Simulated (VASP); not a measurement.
VASP inputs for WSe2 (strained 2H (MoS2) bulk)

INCAR

```
LREAL = .FALSE.
LWAVE = .FALSE.
NBANDS = 35
NELM = 120
EDIFF = 1E-7
ISIF = 2
PREC = Accurate
LASPH = .TRUE.
LELF = .TRUE.
SIGMA = 0.02
IBRION = -1
ISMEAR = -1
LCHARG = .TRUE.
GGA = PE
NSW = 0
ENCUT = 520
```

KPOINTS

```
KPOINTS created by Atomic Simulation Environment
0
Gamma
12 12 2
0 0 0
```

KPOINTS_OPT

```
special points
7
Reciprocal
0.0000000000 0.0000000000 0.0000000000 1
0.5000000000 0.0000000000 0.0000000000 1
0.3333333333 0.3333333333 0.0000000000 1
0.0000000000 0.0000000000 0.5000000000 1
0.5000000000 0.0000000000 0.5000000000 1
0.3333333333 0.3333333333 0.5000000000 1
0.1796880000 0.1822920000 0.0000000000 1
```

POSCAR

```
W  Se
 1.0000000000000000
     3.1676807482961316    0.0000000000288676    0.0000000000000000
    -1.5838403741730658    2.7432919990889166    0.0000000000000000
     0.0000000000000000    0.0000000000000000   13.4116749258999999
 W   Se
   2   4
Cartesian
 -0.0000000000166667  1.8288613327355672  3.3529187314750000
  1.5838403741397320  0.9144306663822175 10.0587561944249995
  1.5838403741397320  0.9144306663822175  5.0683418927016257
  1.5838403741397320  0.9144306663822175  1.6374955702483738
 -0.0000000000166667  1.8288613327355672 11.7741793556516274
 -0.0000000000166667  1.8288613327355672  8.3433330331983733
```

VASP ran with the recommended PBE PAW datasets (52 valence electrons in the cell).

Question: Predict the results.

Answer: gap between bands v and c 0.96 eV; least direct gap 1.69 eV; pressure 11.2 GPa; largest force 0.37 eV/Å.

Band v is the last that the valence electrons fill when counted band by band, and c is the next. Levels in eV from the top of v:

| point | v−1 | v | c | c+1 |
| --- | --- | --- | --- | --- |
| Γ | -0.93 | -0.22 | 3.24 | 3.24 |
| M | -0.76 | -0.56 | 2.58 | 2.89 |
| K | -0.24 | 0.00 | 1.92 | 2.07 |
| A | -0.51 | -0.51 | 3.24 | 3.24 |
| L | -0.66 | -0.66 | 2.85 | 2.85 |
| H | -0.13 | -0.13 | 2.07 | 2.07 |
